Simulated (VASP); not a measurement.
# AlN (F-43m) in VASP: Born charges and dielectric tensor with LDA

Aim: the Born charges and dielectric tensor of AlN with LDA.

All numbers are computed with VASP 6.6.1; they aren't measurements. Logs are shortened: lines on timing, memory, paths and dates and some standing lists are left out, and cuts for length are marked.

## (1) The crystal as given

The structure is cubic, space group F-43m (No. 216). Conventional cell: a = 4.377 Å, b = 4.377 Å, c = 4.377 Å, α = 90.00°, β = 90.00°, γ = 90.00°. Al (site symmetry -43m) has 4 N at 1.90 Å as nearest neighbours. N (site symmetry -43m) has 4 Al at 1.90 Å as nearest neighbours.

Measurements of this composition are mostly on another form, of space group No. 186.

## (2) Born charges and dielectric tensor, LDA

Contents of INCAR:

```
PREC = Accurate ; ENCUT = 600
EDIFF = 1E-8 ; ISMEAR = 0
SIGMA = 0.02 ; LREAL = False
LASPH = True ; NELM = 100
ALGO = Normal ; ISIF = 2
LWAVE = False ; LCHARG = False
LEPSILON = True ; IBRION = 8
NSW = 1
```

Contents of KPOINTS:

```
Automatic mesh
0
Gamma
  10 10 10
```

Contents of POSCAR:

```
AlN
1.0
    0.0000000000      2.1882900000      2.1882900000
    2.1882900000      0.0000000000      2.1882900000
    2.1882900000      2.1882900000      0.0000000000
Al N
1 1
Direct
    0.0000000000      0.0000000000      0.0000000000
    0.2500000000      0.2500000000      0.2500000000
```

Potentials or basis: VASP PAW LDA potentials, release 64 (Al, N).

Run with:

```bash
cat potpaw_LDA.64/Al/POTCAR potpaw_LDA.64/N/POTCAR > POTCAR
mpirun -np 1 vasp_std > vasp.out
```

OUTCAR:

```text
PREC = Accurate
   ENCUT = 600
   EDIFF = 1E-8
   ISMEAR = 0
   LREAL = False
   LASPH = True
   NELM = 100
   ISIF = 2
   LEPSILON = True
   IBRION = 8
   NSW = 1

 ion  position               nearest neighbor table
   1  0.000  0.000  0.000-   2 1.90   2 1.90   2 1.90   2 1.90
   2  0.250  0.250  0.250-   1 1.90   1 1.90   1 1.90   1 1.90

  LATTYP: Found a face centered cubic cell.
 ALAT       =     4.3765800000

  Lattice vectors:

 A1 = (   0.0000000000,   2.1882900000,   2.1882900000)
 A2 = (   2.1882900000,   0.0000000000,   2.1882900000)
 A3 = (   2.1882900000,   2.1882900000,   0.0000000000)

Analysis of symmetry for initial positions (statically):
=====================================================================
 Subroutine PRICEL returns:
 Original cell was already a primitive cell.

 Routine SETGRP: Setting up the symmetry group for a
 face centered cubic supercell.

 Subroutine GETGRP returns: Found 24 space group operations
 (whereof 24 operations were pure point group operations)
 out of a pool of 48 trial point group operations.

The static configuration has the point symmetry T_d .

Analysis of symmetry for dynamics (positions and initial velocities):
=====================================================================
 Subroutine PRICEL returns:
 Original cell was already a primitive cell.

 Routine SETGRP: Setting up the symmetry group for a
 face centered cubic supercell.

 Subroutine GETGRP returns: Found 24 space group operations
 (whereof 24 operations were pure point group operations)
 out of a pool of 48 trial point group operations.

The dynamic configuration has the point symmetry T_d .

 Subroutine INISYM returns: Found 24 space group operations
 (whereof 24 operations are pure point group operations),
 and found     1 'primitive' translations

----------------------------------------------------------------------------------------

                                     Primitive cell

  volume of cell :      20.9577

  direct lattice vectors                    reciprocal lattice vectors
     0.000000000  2.188290000  2.188290000    -0.228488911  0.228488911  0.228488911
     2.188290000  0.000000000  2.188290000     0.228488911 -0.228488911  0.228488911
     2.188290000  2.188290000  0.000000000     0.228488911  0.228488911 -0.228488911

  length of vectors
     3.094709396  3.094709396  3.094709396     0.395754404  0.395754404  0.395754404

  position of ions in fractional coordinates (direct lattice)
     0.000000000  0.000000000  0.000000000
     0.250000000  0.250000000  0.250000000

  ion indices of the primitive-cell ions
   primitive index   ion index
                 1           1
                 2           2

----------------------------------------------------------------------------------------

 KPOINTS: Automatic mesh

Automatic generation of k-mesh.
 Grid dimensions read from file:
 generate k-points for:   10   10   10

 Generating k-lattice:

  Cartesian coordinates                     Fractional coordinates (reciprocal lattice)
    -0.022848891  0.022848891  0.022848891     0.100000000  0.000000000  0.000000000
[... 414 lines left out ...]
  ---------------------------------------------------
  free energy    TOTEN  =        -0.22213894 eV

  energy without entropy =       -0.22213894

------------------------ aborting loop because EDIFF is reached ----------------------------------------

--------------------------------------- Ionic step        2  -------------------------------------------

------------------------ aborting loop because EDIFF is reached ----------------------------------------

--------------------------------------- Ionic step        3  -------------------------------------------

------------------------ aborting loop because EDIFF is reached ----------------------------------------

 PIEZOELECTRIC TENSOR FIELD DIRECTION 3  (e Angst)
 -----------------------------------------------------------------------------
    -0.00044 -0.80961  0.00000           ( -0.00000 -0.00937  0.00000)
    -0.80961 -0.00044  0.00000           ( -0.00937 -0.00000  0.00000)
     0.00000  0.00000  0.00041           (  0.00000  0.00000 -0.00000)

 PIEZOELECTRIC TENSOR FIELD DIRECTION 3  (C/m^2)
 -----------------------------------------------------------------------------
    -0.00034 -0.61893  0.00000
    -0.61893 -0.00034  0.00000
     0.00000  0.00000  0.00032

--------------------------------------- Ionic step        4  -------------------------------------------

------------------------ aborting loop because EDIFF is reached ----------------------------------------

[... ionic steps 5 to 6 ...]

--------------------------------------- Ionic step        7  -------------------------------------------

 Free energy of the ion-electron system (eV)
  ---------------------------------------------------
  ---------------------------------------------------
  free energy    TOTEN  =        -0.23424351 eV

  energy without entropy =       -0.23424351

------------------------ aborting loop because EDIFF is reached ----------------------------------------

 INTERNAL STRAIN TENSOR  FOR ION    2  DIRECTION 1   (eV/Angst):
 -----------------------------------------------------------------------------
    -0.00805  0.00000  0.00000
     0.00000  0.00443 -8.37471
     0.00000 -8.37471  0.00443

 MACROSCOPIC STATIC DIELECTRIC TENSOR (including local field effects in DFT)
 ------------------------------------------------------
           4.581935     0.000000     0.000000
           0.000000     4.581935    -0.000000
           0.000000    -0.000000     4.581935
 ------------------------------------------------------

 PIEZOELECTRIC TENSOR (including local field effects)  for field in x, y, z        (e  Angst)
          XX          YY          ZZ          XY          YZ          ZX
  --------------------------------------------------------------------------------
  x     0.00000    -0.00000    -0.00000     0.00000    -0.80921     0.00000
  y     0.00000    -0.00000     0.00000     0.00000     0.00000    -0.80921
  z     0.00000    -0.00000     0.00000    -0.80921     0.00000     0.00000

 PIEZOELECTRIC TENSOR (including local field effects)  for field in x, y, z        (C/m^2)
          XX          YY          ZZ          XY          YZ          ZX
  --------------------------------------------------------------------------------
  x     0.00000    -0.00000    -0.00000     0.00000    -0.61863     0.00000
  y     0.00000    -0.00000     0.00000     0.00000     0.00000    -0.61863
  z     0.00000    -0.00000     0.00000    -0.61863     0.00000     0.00000

 BORN EFFECTIVE CHARGES (including local field effects) (in |e|, cummulative output)
 ---------------------------------------------------------------------------------
 ion    1
    1     2.53317     0.00000     0.00000
    2     0.00000     2.53317     0.00000
    3    -0.00000    -0.00000     2.53317
 ion    2
    1    -2.53317    -0.00000    -0.00000
    2    -0.00000    -2.53317    -0.00000
    3     0.00000     0.00000    -2.53317

 INTERNAL STRAIN TENSOR FOR ION    2 for displacements in x,y,z  (eV/Angst):
          X           Y           Z          XY          YZ          ZX
  --------------------------------------------------------------------------------
  x    -0.00000     0.00000     0.00000     0.00000    -8.37471     0.00000
  y    -0.00000    -0.00000    -0.00000     0.00000     0.00000    -8.37471
  z     0.00000     0.00000    -0.00000    -8.37471     0.00000     0.00000

 SECOND DERIVATIVES (NOT SYMMETRIZED)
 ------------------------------------
               1X          1Y          1Z          2X          2Y          2Z
  1X   -14.228971    0.000000    0.000000   14.228971    0.000000    0.000000
  1Y     0.000000  -14.228971    0.000000    0.000000   14.228971    0.000000
  1Z     0.000000    0.000000  -14.228971    0.000000    0.000000   14.228971
  2X    14.230479    0.000000    0.000000  -14.230479    0.000000    0.000000
  2Y     0.000000   14.230479    0.000000    0.000000  -14.230479    0.000000
  2Z     0.000000    0.000000   14.230479    0.000000    0.000000  -14.230479

 Eigenvectors and eigenvalues of the dynamical matrix
 ----------------------------------------------------

   1 f  =   19.424089 THz   122.045148 2PiTHz  647.917853 cm-1    80.331539 meV
             X         Y         Z           dx          dy          dz
      0.000000  0.000000  0.000000     0.584477   -0.000000   -0.000000
      1.094145  1.094145  1.094145    -0.811410    0.000000   -0.000000
[... 21 lines left out ...]
   6 f/i=    0.000488 THz     0.003068 2PiTHz    0.016289 cm-1     0.002020 meV
             X         Y         Z           dx          dy          dz
      0.000000  0.000000  0.000000    -0.162395    0.524375   -0.597533
      1.094145  1.094145  1.094145    -0.116977    0.377719   -0.430417

--------------------------------------------------------------------------------------------------------

 MACROSCOPIC STATIC DIELECTRIC TENSOR IONIC CONTRIBUTION
 ------------------------------------------------------
           3.893612    -0.000000     0.000000
          -0.000000     3.893612    -0.000000
           0.000000    -0.000000     3.893612
 ------------------------------------------------------

 ELASTIC MODULI CONTR FROM IONIC RELAXATION (kBar)
 Direction    XX          YY          ZZ          XY          YZ          ZX
 --------------------------------------------------------------------------------
 XX          -0.0000     -0.0000      0.0000      0.0000     -0.0000     -0.0000
 YY          -0.0000     -0.0000     -0.0000      0.0000      0.0000     -0.0000
 ZZ           0.0000     -0.0000     -0.0000     -0.0000      0.0000     -0.0000
 XY           0.0000      0.0000     -0.0000   -351.6055     -0.0000      0.0000
 YZ          -0.0000      0.0000      0.0000     -0.0000   -351.6055      0.0000
 ZX          -0.0000     -0.0000     -0.0000      0.0000      0.0000   -351.6055
 --------------------------------------------------------------------------------

 PIEZOELECTRIC TENSOR IONIC CONTR  for field in x, y, z        (C/m^2)
          XX          YY          ZZ          XY          YZ          ZX
  --------------------------------------------------------------------------------
  x     0.00000    -0.00000    -0.00000     0.00000     1.10097    -0.00000
  y     0.00000     0.00000     0.00000    -0.00000    -0.00000     1.10097
  z    -0.00000    -0.00000     0.00000     1.10097     0.00000    -0.00000
```

Wall time 2.9 min (1 thread of AMD EPYC 9R45 (Zen 5), shared host); peak memory 0.2 GiB.

What came out:

```
Band gap on the k mesh                                  : 3.22 eV, indirect (least direct gap 4.18 eV)
Electronic dielectric tensor (diagonal)                 : 4.58
Born charges (mean of the diagonal)                     : Al +2.53; N -2.53 e
Highest phonon frequency at Γ, LO-TO splitting left out : 648 cm⁻¹
```

Levels at points of the mesh, in eV from the valence-band top:
| k point | band 2 | band 3 | band 4 | band 5 | band 6 | band 7 |
| --- | --- | --- | --- | --- | --- | --- |
| (0.00, 0.00, 0.00) | 0.00 | 0.00 | 0.00 | 4.18 | 12.28 | 12.28 |
| (0.50, 0.00, 0.00) | -5.88 | -0.48 | -0.48 | 7.22 | 9.73 | 10.93 |
| (0.50, 0.50, 0.00) | -4.94 | -1.79 | -1.79 | 3.22 | 8.37 | 13.67 |

Phonon frequencies in cm⁻¹ (negative: imaginary):
| q point | frequencies |
| --- | --- |
| (0.000, 0.000, 0.000) | 0 0 0 648 648 648 |

Electronic dielectric tensor:
```
4.58 0.00 0.00
0.00 4.58 0.00
0.00 0.00 4.58
```

Born effective charge tensors (e):
atom 1, Al
```
2.53 0.00 0.00
0.00 2.53 0.00
0.00 0.00 2.53
```
atom 2, N
```
-2.53  0.00  0.00
 0.00 -2.53  0.00
 0.00  0.00 -2.53
```
